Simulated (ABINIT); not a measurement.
# AlN in ABINIT: the effect of functional

Crystal: AlN.

```
Al N
1.0
     3.11300    0.00000    0.00000
    -1.55650    2.69594    0.00000
     0.00000    0.00000    4.98100
Al N
2 2
Direct
  0.66667 0.33333 0.50000
  0.33333 0.66667 0.00000
  0.66667 0.33333 0.88000
  0.33333 0.66667 0.38000
```

Alike in all runs:

```yaml
Program: ABINIT 10.8.3 (patched build)
Task: band structure
Potentials_or_basis: JTH PAW PBE v2.0
Cutoff: 844 eV
k_mesh: 10 × 10 × 6
Occupations: fermi-dirac, width 0.05 eV
Spin: no spin polarisation
```

Problem. One run gave: gap on the mesh 4.81 eV; largest force 0.15 eV/Å. Which functional did it use?
A. PBEsol
B. LDA
C. PW91
D. r2SCAN
E. revPBE

Solution. D.

```tsv
functional	gap on the mesh (eV)	largest force (eV/Å)
PBE	4.20	0.13
LDA	4.21	0.12
PBEsol	4.12	0.13
RPBE	4.25	0.14
BLYP	4.51	0.11
AM05	4.18	0.14
r2SCAN	4.81	0.15
SCAN	4.85	0.24
revPBE	4.23	0.14
PW91	4.23	0.13
WC	4.12	0.13
```

Caveats: the PAW data sets were made with another functional, which shifts forces and pressure a little (some runs).

A k mesh can miss the band edges.

Not every run made on this cell is shown here.
